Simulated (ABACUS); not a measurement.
Here is an ABACUS 3.10.1 calculation.

run_abacus.py

```python
"""ABACUS run from a structure file: ASE reads it, the script writes STRU, KPT and INPUT."""
import re
import subprocess
import spglib
from ase import Atoms
from ase.io import read
from ase.units import Bohr

atoms = read("Si.cif")
cell, frac, numbers = spglib.standardize_cell((atoms.cell[:], atoms.get_scaled_positions(), atoms.numbers), to_primitive=True, symprec=1e-4)
atoms = Atoms(numbers=numbers, cell=cell, scaled_positions=frac, pbc=True)  # the primitive cell
atoms = atoms[(-atoms.numbers).argsort(kind="stable")]  # ABACUS lists atoms element by element
pseudo = {'Si': 'Si.upf'}
orbital = {}
magmoms = None
kmesh = [8, 8, 8]
params = {
    'suffix': 'Si',
    'calculation': 'cell-relax',
    'basis_type': 'pw',
    'pseudo_dir': './',
    'symmetry': 1,
    'dft_functional': 'pbe',
    'ecutwfc': 36,
    'pseudo_rcut': 7,
    'nspin': 1,
    'nbands': 6,
    'ks_solver': 'dav',
    'smearing_method': 'fd',
    'smearing_sigma': 0.00367493,
    'scf_thr': 1e-08,
    'scf_nmax': 100,
    'mixing_type': 'broyden',
    'mixing_beta': 0.7,
    'cal_force': 1,
    'cal_stress': 1,
    'relax_nmax': 60,
    'force_thr_ev': 0.02,
    'relax_method': 'cg',
    'out_stru': 1,
    'stress_thr': 0.2,
    'fixed_axes': 'volume',
    'kpar': 4,
}

symbols = atoms.get_chemical_symbols()
elements = list(dict.fromkeys(symbols))
lines = ["ATOMIC_SPECIES"] + [f"{e} {atoms.get_masses()[symbols.index(e)]:.4f} {pseudo[e]}" for e in elements]
if orbital:
    lines += ["", "NUMERICAL_ORBITAL"] + [orbital[e] for e in elements]
lines += ["", "LATTICE_CONSTANT", f"{1 / Bohr:.10f}", "", "LATTICE_VECTORS"]
lines += [" ".join(f"{x:.10f}" for x in v) for v in atoms.cell]
lines += ["", "ATOMIC_POSITIONS", "Direct"]
for e in elements:
    lines += ["", e, "0.0", str(symbols.count(e))]
    for i, p in enumerate(atoms.get_scaled_positions(wrap=False)):
        if symbols[i] == e:
            mag = "" if magmoms is None else " mag " + " ".join(str(x) for x in (magmoms[i] if isinstance(magmoms[i], list) else [magmoms[i]]))
            lines.append(" ".join(f"{x:.10f}" for x in p) + " 1 1 1" + mag)
open("STRU", "w").write("\n".join(lines) + "\n")
open("KPT", "w").write("K_POINTS\n0\nGamma\n%d %d %d 0 0 0\n" % tuple(kmesh))
open("INPUT", "w").write("INPUT_PARAMETERS\n" + "".join(f"{k:<20s}{v}\n" for k, v in params.items()))

done = subprocess.run(['mpirun', '-np', '4', 'abacus'])
if done.returncode:
    raise SystemExit(done.returncode)
log = open("OUT.Si/running_cell-relax.log").read()
print("final energy (eV):", re.findall(r"FINAL_ETOT_IS (\S+)", log))
```

The input Si.cif:

```cif
data_Si
_cell_length_a 2.62054281
_cell_length_b 2.62054281
_cell_length_c 2.46635439
_cell_angle_alpha 90.00000000
_cell_angle_beta 90.00000000
_cell_angle_gamma 120.00000000
_space_group_name_H-M_alt 'P6/mmm'
_space_group_name_Hall '-P 6 2'
_space_group_IT_number 191
loop_
_space_group_symop_operation_xyz
'x,y,z'
'-x,-y,-z'
'x-y,x,z'
'-x+y,-x,-z'
'-y,x-y,z'
'y,-x+y,-z'
'-x,-y,z'
'x,y,-z'
'-x+y,-x,z'
'x-y,x,-z'
'y,-x+y,z'
'-y,x-y,-z'
'-y,-x,-z'
'y,x,z'
'-x,-x+y,-z'
'x,x-y,z'
'-x+y,y,-z'
'x-y,-y,z'
'y,x,-z'
'-y,-x,z'
'x,x-y,-z'
'-x,-x+y,z'
'x-y,-y,-z'
'-x+y,y,z'
loop_
_atom_site_label
_atom_site_type_symbol
_atom_site_symmetry_multiplicity
_atom_site_Wyckoff_symbol
_atom_site_fract_x
_atom_site_fract_y
_atom_site_fract_z
_atom_site_occupancy
Si1 Si 1 a 0.0000000000 0.0000000000 0.0000000000 1
```

Potentials or basis: PseudoDojo NC SR 0.4.1 PBE standard, plane waves.

Launch:

```bash
$ OMP_NUM_THREADS=1 python run_abacus.py > log
```

Problem. Predict the band gap on the k mesh.

Solution. None (metal or under the smearing width).

Final structure:
```xyz
1
Lattice="2.6398 0.0000 0.0000 -1.3199 2.2861 0.0000 0.0000 0.0000 2.4305" Properties=species:S:1:pos:R:3 pbc="T T T"
Si    0.0000    0.0000    0.0000
```
